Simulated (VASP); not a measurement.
Input of a VASP 6.6.1 run:

The input INCAR:

```
PREC = Accurate
ENCUT = 520
EDIFF = 1E-6
ISMEAR = 0
SIGMA = 0.1
LREAL = F
LASPH = T
NELM = 60
ALGO = Normal
ISIF = 2
LWAVE = F
LCHARG = T
GGA = PS
LELF = T
LVHAR = T
LVACPOTAV = T
```

KPOINTS

```
regular mesh
0
Gamma
  12 12 1
```

Contents of POSCAR:

```
W
1.0
    3.1650000000      0.0000000000      0.0000000000
    0.0000000000      3.1650000000      0.0000000000
    0.0000000000      0.0000000000     26.6600000000
W
9
Direct
    0.0000000000      0.0000000000      0.2625656414
    0.5000000000      0.5000000000      0.3219242311
    0.0000000000      0.0000000000      0.3812828207
    0.5000000000      0.5000000000      0.4406414104
    0.0000000000      0.0000000000      0.5000000000
    0.5000000000      0.5000000000      0.5593585896
    0.0000000000      0.0000000000      0.6187171793
    0.5000000000      0.5000000000      0.6780757689
    0.0000000000      0.0000000000      0.7374343586
```

Potentials or basis: VASP PAW PBE potentials, release 64 (W_sv).

Command:

```console
$ cat potpaw_PBE.64/W_sv/POTCAR > POTCAR
$ mpirun -np 1 vasp_std > vasp.out
```

Q: Predict the largest force.

A: 1.898 eV/Å.

Q: What does it give for the band gap on the k mesh?

A: None (metal or under the smearing width).

Forces on the atoms (eV/Å):
```
W    0.000  0.000  1.898
W    0.000  0.000 -1.629
W    0.000  0.000 -0.050
W    0.000  0.000  0.015
W    0.000  0.000  0.000
W    0.000  0.000 -0.015
W    0.000  0.000  0.050
W    0.000  0.000  1.629
W    0.000  0.000 -1.898
```

Caveat: the PAW data sets were made with another functional, which shifts forces and pressure a little. Spin-orbit coupling is left out, which matters for the levels of W.
